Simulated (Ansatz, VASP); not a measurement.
This is a calculation of Mo for VASP 6.6.1.

Contents of INCAR:

```
ALGO = Normal
EDIFF = 1E-7
ENCUT = 520
GGA = PE
ISIF = 2
ISMEAR = -1
LASPH = T
LCHARG = T
LELF = T
LREAL = F
LVHAR = T
LWAVE = F
NBANDS = 13
NELM = 100
PREC = Accurate
SIGMA = 0.05
```

File KPOINTS:

```
k-points
0
Gamma
  12 12 12
```

POSCAR

```
Mo
1.0
   -1.5204566130      1.5204566130      1.5838089719
    1.5204566130     -1.5204566130      1.5838089719
    1.5204566130      1.5204566130     -1.5838089719
Mo
1
Direct
    0.0000000000      0.0000000000      0.0000000000
```

Potentials or basis: VASP PAW PBE potentials, release 64 (Mo_sv).

Run with:

```bash
$ cat potpaw_PBE.64/Mo_sv/POTCAR > POTCAR
$ mpirun -np 1 vasp_std > vasp.out
```

Set up the same calculation for Ansatz 0.2.0. Potentials there: Ansatz PAW.

As run (the cutoff follows the program's own potentials):

The input input.yaml:

```yaml
crystal:
  lattice:
    - [-1.520456613, 1.520456613, 1.5838089719]
    - [1.520456613, -1.520456613, 1.5838089719]
    - [1.520456613, 1.520456613, -1.5838089719]
  atoms:
    - { symbol: Mo, position: [0.0, 0.0, 0.0] }
hamiltonian:
  xc: pbe
  pseudopotentials: { kind: paw }
kpoints:
  mp_grid: { grid: [12, 12, 12] }
scf:
  occupations: { method: fermi_dirac, width: 0.05 }
output:
  forces: true
  stress: true
  eigenvalues: true
```

Potentials or basis: Ansatz PAW.

Launch:

```bash
$ ansatz run input.yaml --threads 2 --pin off --max-ram 5632MiB --backend cpu --events-out ev --progress --plain --runs-dir out
```

Both were run:

|  | VASP | Ansatz | Ansatz less VASP |
| --- | --- | --- | --- |
| gap on the k mesh at the Fermi level (eV) | none | none | - |
| pressure (GPa) | 23.8 | 23.1 | -0.71 |
| largest component of the traceless stress (GPa) | 10.81 | 10.82 | +0.006 |

A gap of «none» marks a metal or a gap that the smearing closes.
